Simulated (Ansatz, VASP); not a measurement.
# C62N in two plane-wave programs

One calculation is typed for both programs; each brings its own data sets. How far apart do they land? The cell is taken from a series of runs on this material, whose earlier steps may have relaxed, scaled, displaced or heated it; both programs get it as it stands.

Main program and level: Ansatz 0.2.0; plane waves, with VASP 6.6.1 beside it; single point at PBE0.

### 1. The starting structure

The cell holds 63 atoms: 62 C and 1 N. Cell: a = 7.143 Å, b = 7.143 Å, c = 7.143 Å, α = 90.0°, β = 90.0°, γ = 90.0°. It derives from C (C (Fd-3m)). Nearest the centre at fractional (0.438, 0.438, 0.562): N63 at 0.91 Å, C26 at 1.92 Å, C12 at 1.93 Å, C41 at 1.93 Å, C22 at 2.09 Å, C59 at 2.09 Å, C37 at 2.10 Å, C28 at 2.61 Å. The cell carries charge −1.

### 2. Ansatz: single point, PBE0

Ansatz runs on its default PAW (the set named soft_2) files.

With cell and atoms fixed, the geometry can't cause a difference; cores, projectors, grids and the points listed under the comparison can.

Input file input.yaml:

```yaml
crystal:
  lattice:
    - [7.14312472, 0.0, 0.0]
    - [0.0, 7.14312472, 0.0]
    - [0.0, 0.0, 7.14312472]
  atoms:
    - { symbol: C, position: [0.00034597849, -0.00111176001, 7.571428e-05] }
    - { symbol: C, position: [0.00167780002, 0.24920512629, 0.25086578673] }
    - { symbol: C, position: [0.2506628214, 0.00022015442, 0.25086579792] }
    - { symbol: C, position: [0.25074906491, 0.24929147979, 0.00094409261] }
    - { symbol: C, position: [0.12578378954, 0.12432618397, 0.12564126001] }
    - { symbol: C, position: [0.12740682673, 0.37574202295, 0.37670352256] }
    - { symbol: C, position: [0.37719970008, 0.12594912254, 0.37670359781] }
    - { symbol: C, position: [0.3763580354, 0.37490046021, 0.12608286722] }
    - { symbol: C, position: [0.00103243984, -0.00042541388, 0.49978568373] }
    - { symbol: C, position: [-0.00052234381, 0.24929144946, 0.74967256442] }
    - { symbol: C, position: [0.25074915251, -0.0019800547, 0.74967262711] }
    - { symbol: C, position: [0.25183760972, 0.25037993102, 0.50446564757] }
    - { symbol: C, position: [0.12456038433, 0.12310268765, 0.62529581711] }
    - { symbol: C, position: [0.12455995914, 0.37366835434, 0.87586161235] }
    - { symbol: C, position: [0.37512598719, 0.12310224255, 0.87586176765] }
    - { symbol: "N", position: [0.36478080725, 0.3633231775, 0.63564101414] }
    - { symbol: C, position: [0.00103229017, 0.49917850586, -0.00061019709] }
    - { symbol: C, position: [6.408513e-05, 0.74886183126, 0.25010231368] }
    - { symbol: C, position: [0.25156125302, 0.50166996316, 0.2505868408] }
    - { symbol: C, position: [0.25066285331, 0.74809841797, -0.00125600592] }
    - { symbol: C, position: [0.12415571744, 0.62319341606, 0.12345433489] }
    - { symbol: C, position: [0.12415558776, 0.87550991953, 0.37577069605] }
    - { symbol: C, position: [0.36268773342, 0.6369803367, 0.36198379155] }
    - { symbol: C, position: [0.37598231294, 0.87532281323, 0.1236414023] }
    - { symbol: C, position: [0.00038709905, 0.49916475578, 0.49979925245] }
    - { symbol: C, position: [0.00167758249, 0.74809814833, 0.74975871703] }
    - { symbol: C, position: [0.25183738687, 0.49449841807, 0.7485846381] }
    - { symbol: C, position: [0.25156120342, 0.74837718208, 0.49729423454] }
    - { symbol: C, position: [0.12740679, 0.6222604563, 0.62322213748] }
    - { symbol: C, position: [0.12578364549, 0.87332281249, 0.8746377587] }
    - { symbol: C, position: [0.37719957425, 0.62226047075, 0.87301523521] }
    - { symbol: C, position: [0.37635792528, 0.87288125955, 0.62406349938] }
    - { symbol: C, position: [0.50063624218, -0.00042558194, -0.00061012935] }
    - { symbol: C, position: [0.50312750835, 0.25010347486, 0.2505867751] }
    - { symbol: C, position: [0.75031962502, -0.00139364471, 0.2501024608] }
    - { symbol: C, position: [0.7495560966, 0.2492053146, -0.00125597153] }
    - { symbol: C, position: [0.62465115949, 0.12269801569, 0.12345443579] }
    - { symbol: C, position: [0.63843843635, 0.36122954688, 0.36198338493] }
    - { symbol: C, position: [0.87696772064, 0.12269778094, 0.37577083526] }
    - { symbol: C, position: [0.87678053888, 0.37452473202, 0.12364139231] }
    - { symbol: C, position: [0.50062245999, -0.00107070862, 0.49979923444] }
    - { symbol: C, position: [0.49595593998, 0.25037961866, 0.74858470879] }
    - { symbol: C, position: [0.74955597269, 0.00021985275, 0.74975872128] }
    - { symbol: C, position: [0.74983489382, 0.25010351303, 0.49729433389] }
    - { symbol: C, position: [0.62371812317, 0.12594899936, 0.62322216631] }
    - { symbol: C, position: [0.62371806515, 0.37574197169, 0.87301521097] }
    - { symbol: C, position: [0.87478055076, 0.12432603309, 0.87463784506] }
    - { symbol: C, position: [0.87433900348, 0.37490033311, 0.62406348028] }
    - { symbol: C, position: [0.50062251172, 0.49916489296, 3.500888e-05] }
    - { symbol: C, position: [0.49916404947, 0.74839583436, 0.25056824248] }
    - { symbol: C, position: [0.74985357119, 0.49770657228, 0.25056830627] }
    - { symbol: C, position: [0.75031928517, 0.74886150812, 0.0003574927] }
    - { symbol: C, position: [0.62488220234, 0.62342459195, 0.12562376485] }
    - { symbol: C, position: [0.62488205029, 0.87334034943, 0.3755394374] }
    - { symbol: C, position: [0.87479813841, 0.62342443038, 0.37553953176] }
    - { symbol: C, position: [0.87500148834, 0.8735437752, 0.12542004771] }
    - { symbol: C, position: [0.5031270687, 0.74837723303, 0.74886063791] }
    - { symbol: C, position: [0.74983494679, 0.50166942057, 0.74886066198] }
    - { symbol: C, position: [0.74985345528, 0.74839571769, 0.5012570702] }
    - { symbol: C, position: [0.6384394119, 0.63698171757, 0.63773599552] }
    - { symbol: C, position: [0.62465088049, 0.87550971455, 0.87626619099] }
    - { symbol: C, position: [0.87696755845, 0.62319314278, 0.87626627424] }
    - { symbol: C, position: [0.8767804174, 0.87532266974, 0.62443924321] }
  host:
    repeats: [2, 2, 2]
    atoms:
      - { symbol: C, position: [0.0, 0.0, 0.0] }
      - { symbol: C, position: [0.0, 0.5, 0.5] }
      # ... 6 more atoms of the perfect host
total_charge: -1
basis:
  ecutwfc: 420
  xc_grid: 2
hamiltonian:
  xc: pbe0
kpoints:
  mp_grid: { grid: [1, 1, 1] }
magnetization:
  spin_polarized: true
  initial_magnetization: 2
  spin_locking: { lock_magnetization: hard }
scf:
  occupations: { method: fermi_dirac, width: 0.01 }
  max_iter: 100
  n_extra_bands: 16
  lower_state_search: "off"
output:
  forces: true
checkpoint:
  read: "../exc.ground.qm1_M2.run"
  write: "../exc0_qm1_M2.ground.l0.75.run"
  compress: false
  write_wavefunctions: false
  write_every: 100000
```

On the command line:

```
> ansatz run input.yaml --threads 4 --pin off --max-ram 11304MiB --backend cpu --events-out ev --progress --plain --runs-dir out
```

The log of the run:

```text
Warning: the atoms were moved onto the symmetric positions of the space group found under crystal.symmetry.tolerance 1.0e-5 (fractional; no operation is sought that the atoms, as they stand in a round, miss by more than twice it, and no atom is moved by as much as it), and the run uses the moved positions. Before a round's move an operation carried an atom to 1.94e-5 Å from where it should land, the largest such dist [...]
[...]
Free energy (F): -15916.233163 eV
Frozen-core exchange: fock
Harris-Foulkes:  -15916.233163 eV  (|F-HF|=2.95e-10)
Internal energy: -15916.233163 eV  (E = F + TS)
E sigma→0 (E₀):  -15916.233163 eV
Fermi energy:    15.176838 (↑ 15.862377, ↓ 15.171105) eV
--- Per-component energies (eV) ---
  E_band       = 546.624806
  E_kinetic    = 5874.886490
  E_local      = -4189.486017  (includes V_loc(G=0)·N_el)
  E_nonlocal   = 1666.416998
  E_hartree    = 968.219704
  E_xc         = -2396.439591
  E_vxc        = -2972.955508  (∫ρ·V_xc dr)
  E_exx        = -688.252166  (= α·E_x^exact, valence–valence)
  E_paw        = -6287.594637  (= ΣΔE_a)
  E_vpaw       = -392.173277  (= ΣTr[D̂ρ^β])
  E_aug_tail   = 0.000654  (compensation charges beyond the density's cutoff)
  E_ewald      = -10862.897068
  E_core_change = -1.087532  (= ΣΔE_core)
  E_smearing   = -0.000000  (= −TS)
  E_closure    = 0.000001  (closes the sum)
  E_deformation_potential = -21.108035  (in the stress; not in F)
  Σ components = -15916.233163   (vs F -15916.233163, Δ=0.00e0)
--- Forces (eV/Å), atoms counted from 1 ---
  atom   1  C     -0.01478531    -0.01478531     0.01478531
  atom   2  C     -0.03907831    -0.01543790    -0.03019393
  atom   3  C     -0.01543790    -0.03907831    -0.03019393
  atom   4  C     -0.03615450    -0.03615450    -0.00470934
  atom   5  C      0.04288010     0.04288010    -0.01296063
  atom   6  C      0.05668438     0.01960201     0.00954086
  atom   7  C      0.01960201     0.05668438     0.00954086
  atom   8  C      0.01003360     0.01003360    -0.04639470
  atom   9  C     -0.10317938    -0.10317938     0.19734815
  atom  10  C      0.00470934    -0.03615450     0.03615450
  atom  11  C     -0.03615450     0.00470934     0.03615450
  atom  12  C     -0.09557181    -0.09557181     0.35656610
  atom  13  C      0.05528944     0.05528944    -0.20851578
  atom  14  C      0.05528944     0.20851578    -0.05528944
  atom  15  C      0.20851578     0.05528944    -0.05528944
  atom  16  N     -0.23497808    -0.23497808     0.23497808
  atom  17  C     -0.10317938    -0.19734815     0.10317938
  atom  18  C     -0.08885001    -0.02485707     0.02485707
  atom  19  C     -0.03164236    -0.32759671     0.02696730
  atom  20  C     -0.01543790     0.03019393     0.03907831
  atom  21  C      0.09263916     0.16488495    -0.01403473
  atom  22  C      0.09263916     0.01403473    -0.16488495
  atom  23  C      0.87037519    -0.13267790     0.13267790
  atom  24  C      0.19849402     0.08098915    -0.08098915
[...]
atom  56  C      0.07490824     0.07490824    -0.07490824
  atom  57  C     -0.32759671    -0.02696730     0.03164236
  atom  58  C     -0.02696730    -0.32759671     0.03164236
  atom  59  C      0.17650397     0.17650397     0.30649033
  atom  60  C     -0.13267790    -0.13267790    -0.87037519
  atom  61  C      0.16488495     0.01403473    -0.09263916
  atom  62  C      0.01403473     0.16488495    -0.09263916
  atom  63  C      0.08098915     0.08098915    -0.19849402
  max |Σ_I F_I| component: 7.74e-8 eV/Å
--- Band table (eV) ---
  k-point 0 ↑: bands = ["-11.7117", "-9.9714", "-9.2514", "-9.2514", "-9.1461", "-9.1461", "-8.8246", "-7.7866", "-6.9356", "-6.9356", "-6.9053", "-6.9053", "-6.8330", "-6.8330", "-6.8170", "-6.7034", "-6.6481", "-6.6481", "-6.1198", "-5.6831", "-5.4097", "-5.4097", "-4.8305", "-2.7165", "-2.7165", "-2.6982", "-2.6515", "-2.5465", "-2.2376", "-2.2376", "-2.1304", "-2.1304", "-2.0491", "-1.8026", "-1.5560", "-1.5560", [...]
  k-point 0 ↓: bands = ["-11.6810", "-9.9552", "-9.2261", "-9.2261", "-9.0883", "-9.0883", "-8.7757", "-7.7672", "-6.9121", "-6.9121", "-6.8635", "-6.8635", "-6.7841", "-6.7664", "-6.7664", "-6.6903", "-6.5976", "-6.5976", "-6.0663", "-5.6613", "-5.3363", "-5.3363", "-4.6351", "-2.6958", "-2.6958", "-2.6724", "-2.6290", "-2.4584", "-2.2180", "-2.2180", "-2.0813", "-2.0813", "-2.0180", "-1.7568", "-1.5426", "-1.5426", [...]
  guard bands above this table: 15 of the run's 144 bands. The solve was not asked for them (output.publish_guard_bands: true or output.eigenvalues: true publishes all)
```

### 3. VASP: single point, PBE0

The same cell, functional, mesh and smearing now go to VASP, with its own data sets.

Lines of VASP's logs that name or quote its potential files are left out, and so is its time.

The run reads the wave functions of an earlier VASP run, which isn't shown here.

Input file INCAR:

```
SYSTEM = C62N
PREC = Accurate
ENCUT = 520
EDIFF = 1E-06
NELM = 100
ISMEAR = -1
SIGMA = 0.01
LREAL = Auto
ALGO = Normal
LHFCALC = .TRUE.
AEXX = 0.25
GGA = PE
LASPH = .TRUE.
NELECT = 254
NBANDS = 171
ISPIN = 2
MAGMOM = 0 -0 -0 -0 0 0.01 0.01 0.01 0.01 -0 -0 -0 0 0 0 0.01 -0 -0.01 -0 0.02 0.02 0.26 0.02 -0 -0 -0 -0.01 0.01 0 0.01 0.01 0.01 -0.01 -0 -0 0.02 0.26 0.02 0.02 -0 -0 -0 -0.01 0.01 0.01 0 0.01 -0 -0.01 -0.01 -0 0.01 0.01 0.01 0 -0.01 -0.01 -0.01 0.26 0.02 0.02 0.02 0
PRECFOCK = Fast
LORBIT = 11
LWAVE = .FALSE.
LCHARG = .FALSE.
ISIF = 2
NUPDOWN = 2
```

Input file POSCAR:

```
C62N
1.0
    7.1431247189      0.0000000000      0.0000000000
    0.0000000000      7.1431247189      0.0000000000
    0.0000000000      0.0000000000      7.1431247189
C N
62 1
Direct
    0.0003459785      0.9988882400      0.0000757143
    0.0016778000      0.2492051263      0.2508657867
    0.2506628214      0.0002201544      0.2508657979
    0.2507490649      0.2492914798      0.0009440926
    0.1257837895      0.1243261840      0.1256412600
    0.1274068267      0.3757420230      0.3767035226
    0.3771997001      0.1259491225      0.3767035978
    0.3763580354      0.3749004602      0.1260828672
    0.0010324398      0.9995745861      0.4997856837
    0.9994776562      0.2492914495      0.7496725644
    0.2507491525      0.9980199453      0.7496726271
    0.2518376097      0.2503799310      0.5044656476
    0.1245603843      0.1231026877      0.6252958171
    0.1245599591      0.3736683543      0.8758616124
    0.3751259872      0.1231022425      0.8758617676
    0.0010322902      0.4991785059      0.9993898029
    0.0000640851      0.7488618313      0.2501023137
    0.2515612530      0.5016699632      0.2505868408
    0.2506628533      0.7480984180      0.9987439941
    0.1241557174      0.6231934161      0.1234543349
    0.1241555878      0.8755099195      0.3757706960
    0.3626877334      0.6369803367      0.3619837915
    0.3759823129      0.8753228132      0.1236414023
    0.0003870990      0.4991647558      0.4997992525
    0.0016775825      0.7480981483      0.7497587170
    0.2518373869      0.4944984181      0.7485846381
    0.2515612034      0.7483771821      0.4972942345
    0.1274067900      0.6222604563      0.6232221375
    0.1257836455      0.8733228125      0.8746377587
    0.3771995743      0.6222604707      0.8730152352
    0.3763579253      0.8728812595      0.6240634994
    0.5006362422      0.9995744181      0.9993898706
    0.5031275083      0.2501034749      0.2505867751
    0.7503196250      0.9986063553      0.2501024608
    0.7495560966      0.2492053146      0.9987440285
    0.6246511595      0.1226980157      0.1234544358
    0.6384384364      0.3612295469      0.3619833849
    0.8769677206      0.1226977809      0.3757708353
    0.8767805389      0.3745247320      0.1236413923
    0.5006224600      0.9989292914      0.4997992344
    0.4959559400      0.2503796187      0.7485847088
    0.7495559727      0.0002198527      0.7497587213
    0.7498348938      0.2501035130      0.4972943339
    0.6237181232      0.1259489994      0.6232221663
    0.6237180652      0.3757419717      0.8730152110
    0.8747805508      0.1243260331      0.8746378451
    0.8743390035      0.3749003331      0.6240634803
    0.5006225117      0.4991648930      0.0000350089
    0.4991640495      0.7483958344      0.2505682425
    0.7498535712      0.4977065723      0.2505683063
    0.7503192852      0.7488615081      0.0003574927
    0.6248822023      0.6234245919      0.1256237648
    0.6248820503      0.8733403494      0.3755394374
    0.8747981384      0.6234244304      0.3755395318
    0.8750014883      0.8735437752      0.1254200477
    0.5031270687      0.7483772330      0.7488606379
    0.7498349468      0.5016694206      0.7488606620
    0.7498534553      0.7483957177      0.5012570702
    0.6384394119      0.6369817176      0.6377359955
    0.6246508805      0.8755097145      0.8762661910
    0.8769675585      0.6231931428      0.8762662742
    0.8767804174      0.8753226697      0.6244392432
    0.3647808072      0.3633231775      0.6356410141
```

Input file KPOINTS:

```
Automatic mesh
0
Gamma
1 1 1
0 0 0
```

Potentials, in the order of the species: C and N (PBE family, release 64).

On the command line:

```
> export OMP_NUM_THREADS=3
> mpirun -np 1 vasp_gam
```

The log of the run:

```text
[banner, memory and clock lines left out]
running    1 mpi-ranks, on    1 nodes
[...]
Offloading initialized ...    1 GPUs detected
[...]
LDA part: xc-table for (Slater+PW92), standard interpolation
 found WAVECAR, reading the header
 POSCAR, INCAR and KPOINTS ok, starting setup
[...]
reading WAVECAR
 the WAVECAR file was read successfully
 initial charge from wavefunction
 entering main loop
       N       E                     dE             d eps       ncg     rms          rms(c)
DAV:   1    -0.677868875074E+03   -0.67787E+03   -0.83424E+00   728   0.773E+00    0.409E+00
DAV:   2    -0.677912454157E+03   -0.43579E-01   -0.18121E-01   792   0.100E+00    0.250E+00
DAV:   3    -0.677895706204E+03    0.16748E-01   -0.20215E-02   808   0.347E-01    0.136E+00
DAV:   4    -0.677890851621E+03    0.48546E-02   -0.62208E-03   800   0.196E-01    0.721E-01
[...]
DAV:   9    -0.677889012245E+03    0.90761E-05   -0.46829E-06   736   0.657E-03    0.344E-02
DAV:  10    -0.677889009998E+03    0.22471E-05   -0.14732E-06   469   0.378E-03    0.189E-02
DAV:  11    -0.677889009693E+03    0.30506E-06   -0.46031E-07   437   0.229E-03
   1 F= -.67788901E+03 E0= -.67788901E+03  d E =-.395872E-11  mag=     2.0000
```

OUTCAR, selected parts (step 3):

```text
  FREE ENERGIE OF THE ION-ELECTRON SYSTEM (eV)
  ---------------------------------------------------
  free  energy   TOTEN  =      -677.8890096932 eV

  energy  without entropy=     -677.8890096932  energy(sigma->0) =     -677.88900969

 magnetization (x)
# of ion       s       p       d       tot
------------------------------------------
    1       -0.000   0.001   0.000   0.001
    2       -0.000  -0.002   0.000  -0.002
    3       -0.000  -0.002   0.000  -0.002
    4       -0.000  -0.001   0.000  -0.002
    5        0.000   0.002   0.000   0.002
    6        0.001   0.007   0.000   0.008
    7        0.001   0.007   0.000   0.008
    8        0.001   0.011   0.000   0.012
    9       -0.000   0.011   0.000   0.011
   10       -0.000  -0.001   0.000  -0.002
   11       -0.000  -0.001   0.000  -0.002
   12       -0.000  -0.000   0.000  -0.000
   13        0.000   0.003   0.000   0.004
[...]
--------------------------------------------------
tot          0.126   1.168   0.000   1.294

[... 1 further part left out ...]
```

The k-mesh is coarse for unscreened exact exchange, which converges slowly with it.

### 4. Comparison

Known differences besides the potentials themselves: exact exchange at q = 0 is treated differently, which shows on coarse meshes; VASP keeps PBE cores, Ansatz makes them for the functional; the cutoff is 420 eV in Ansatz and 520 eV in VASP (PREC = Accurate, projectors in real space); VASP takes a coarser grid for exact exchange (PRECFOCK = Fast); site moments are counted in spheres of each program's own size. Total energies have different zeros and are not compared.

The two programs side by side:

| quantity | Ansatz | VASP | difference |
| --- | --- | --- | --- |
| total moment, fixed by the input (μB) | 2.00 | 2.00 | 0.00 |
| moment on C22 (μB) | 0.26 | 0.35 | -0.09 |
| moment on C37 (μB) | 0.26 | 0.35 | -0.09 |
| moment on C59 (μB) | 0.26 | 0.35 | -0.09 |

Forces on 10 of the 63 atoms, those with the largest forces and the largest differences (eV/Å; atoms numbered as in POSCAR):

| atom | Ansatz x, y, z | VASP x, y, z |
| --- | --- | --- |
| C12 | -0.096, -0.096, 0.357 | -0.094, -0.094, 0.331 |
| C22 | 0.870, -0.133, 0.133 | 0.870, -0.136, 0.136 |
| C26 | -0.096, -0.357, 0.096 | -0.094, -0.331, 0.094 |
| C37 | -0.133, 0.870, 0.133 | -0.136, 0.870, 0.136 |
| C41 | -0.357, -0.096, 0.096 | -0.331, -0.094, 0.094 |
| C49 | -0.306, 0.177, -0.177 | -0.293, 0.167, -0.167 |
| C50 | 0.177, -0.306, -0.177 | 0.167, -0.293, -0.167 |
| C58 | 0.177, 0.177, 0.306 | 0.167, 0.167, 0.293 |
| C59 | -0.133, -0.133, -0.870 | -0.136, -0.136, -0.870 |
| N63 | -0.235, -0.235, 0.235 | -0.227, -0.227, 0.227 |

The forces differ by 5.8 meV/Å r.m.s., which is 3.6 % of the r.m.s. force of 0.161 eV/Å (both taken over all components). The cell carries a charge of -1 e against a uniform background, so its pressure also hangs on how the neutralising background is counted, and in a defect's cell a gap may be the spacing between its levels.

### 5. Outcome

- r.m.s. force difference (single point, PBE0): 5.8 meV/Å

In words: The r.m.s. force difference is 5.8 meV/Å (single point, PBE0), within the 12 meV/Å picked in this series as the mark of a large difference. How closely two codes agree says nothing of how well the functional describes the real material.

[Lines on the potential files, build, host, timing and source positions are cut from VASP's logs without a mark.]

[Logs are printed without paths, hosts, clocks, repeated set-up lines and the standing remarks that a program may print on its own settings, such as how far it seeks lower states.]

[Hosts, paths, dates, database ids (printed as entryN), source tags and the programs' standing remarks are cut or masked in the printed files.]
